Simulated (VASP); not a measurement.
## BN: relaxation of cell and atoms with PBEsol

The system is BN.

```
CELL_PARAMETERS angstrom
2.55394 0.00000 0.00000
-1.27697 2.21178 0.00000
0.00000 0.00000 4.22685
ATOMIC_POSITIONS crystal
B 0.66667 0.33333 0.99972
B 0.33333 0.66667 0.49972
N 0.66667 0.33333 0.62528
N 0.33333 0.66667 0.12528
```

Measurements of this composition are mostly on another form, of space group No. 194.

| Quantity | Value |
| --- | --- |
| Program | VASP 6.6.1 |
| Task | relaxation of cell and atoms |
| Functional | PBEsol |
| Potentials or basis | VASP PAW PBE potentials, release 64 (B, N) |
| Cutoff | 580 eV |
| k mesh | 12 × 12 × 6 |
| Occupations | gaussian, width 0.02 eV |
| Spin | no spin polarisation |
| Further INCAR settings | ALGO = Normal; EDIFF = 1e-07; IBRION = 2; EDIFFG = -0.005; NSW = 90; ISIF = 3 |

| Property | Result |
| --- | --- |
| Relaxed volume | 5.88 Å³/atom |
| Relaxed cell | a = 2.542 Å, b = 2.542 Å, c = 4.204 Å, α = 90.00°, β = 90.00°, γ = 120.00° |
| Space group after relaxing (to 0.05 Å) | P6_3mc (No. 186) |
| Energy gained by relaxing | 1.6 meV/atom |
| Ionic steps | 6 |
| Pressure after relaxing | 0.0 GPa |
| Band gap on the k mesh | 4.95 eV, indirect (least direct gap 8.22 eV) |

The path:
| step | energy change (eV) | largest force (eV/Å) | pressure (GPa) | volume (Å³) |
| --- | --- | --- | --- | --- |
| 1 | 0.0000 | 0.0101 | -5.58 | 23.88 |
| 2 | 0.0006 | 0.0343 | 6.15 | 23.17 |
| 3 | -0.0062 | 0.0114 | -0.02 | 23.53 |
| 4 | -0.0062 | 0.0119 | 0.10 | 23.52 |
| 5 | -0.0062 | 0.0131 | -0.10 | 23.53 |
| 6 | -0.0062 | 0.0001 | 0.00 | 23.52 |

Final structure:
```xyz
4
Lattice="2.5418 0.0000 0.0000 -1.2709 2.2013 0.0000 0.0000 0.0000 4.2044" Properties=species:S:1:pos:R:3 pbc="T T T"
B     1.2709    0.7338    4.2032
B     0.0000    1.4675    2.1010
N     1.2709    0.7338    2.6289
N     0.0000    1.4675    0.5267
```

Levels at points of the mesh, in eV from the valence-band top:
```
           k point  band 6  band 7  band 8  band 9  band 10  band 11
(0.00, 0.00, 0.00)   -0.28    0.00    0.00    8.32     8.32     8.57
(0.50, 0.00, 0.00)   -5.04   -4.51   -2.13    6.57     7.82    10.54
(0.00, 0.00, 0.50)   -1.19   -1.19   -1.19    9.47     9.47     9.89
(0.50, 0.00, 0.50)   -3.81   -3.61   -3.61    6.46     6.46     9.96
```

It took 29 s on 1 thread of Intel(R) Xeon(R) 6975P-C (Granite Rapids), on a shared host, peak memory 0.14 GiB.

Caveat: the PAW data sets were made with another functional, which shifts forces and pressure a little. A k mesh can miss the band edges.
